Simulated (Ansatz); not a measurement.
MnS:

```
CELL_PARAMETERS angstrom
0.00000 2.47346 2.47346
2.47346 0.00000 2.47346
2.47346 2.47346 0.00000
ATOMIC_POSITIONS crystal
Mn 0.00000 0.00000 0.00000
S 0.75000 0.75000 0.75000
```

The cell is a database's computed one.

| Item | Value |
| --- | --- |
| Program | Ansatz 0.2.0 |
| Task | relaxation of cell and atoms |
| Functional | PBEsol |
| Dispersion | D3(BJ) |
| Potentials or basis | all-electron LAPW, scalar-relativistic |
| Basis error allowed | 0.001 eV/atom |
| k mesh | 9 × 9 × 9 |
| Occupations | fermi-dirac, width 0.05 eV |
| Spin | collinear spin, ferromagnetic start |
| Starting moments | [4.0, 0.0] μB |

At the start: volume 15.13 Å³/atom.

Question: Where does the relaxation end?

Answer: Over 5 steps the energy falls by 18.4 meV/atom and the volume is 14.38 Å³/atom (-5.0 %); space group F-43m (No. 216, to 0.05 Å); moment 0.17 μB per cell.

The path:
```csv
step,energy change (eV),largest force (eV/Å),volume (Å³)
1,0.0000,0.0000,30.27
2,-0.0321,0.0000,29.28
3,-0.0368,0.0000,28.70
4,-0.0369,0.0000,28.75
5,-0.0369,0.0000,28.75
```

Final structure:
```xyz
2
Lattice="0.0000 2.4315 2.4315 2.4315 0.0000 2.4315 2.4315 2.4315 0.0000" Properties=species:S:1:pos:R:3 pbc="T T T"
Mn    0.0000    0.0000    0.0000
S     3.6472    3.6472    3.6472
```

Caveat: the moment fell far below its start of 4 μB, so a state of higher moment may lie lower in energy; the starting moments weren't kept.
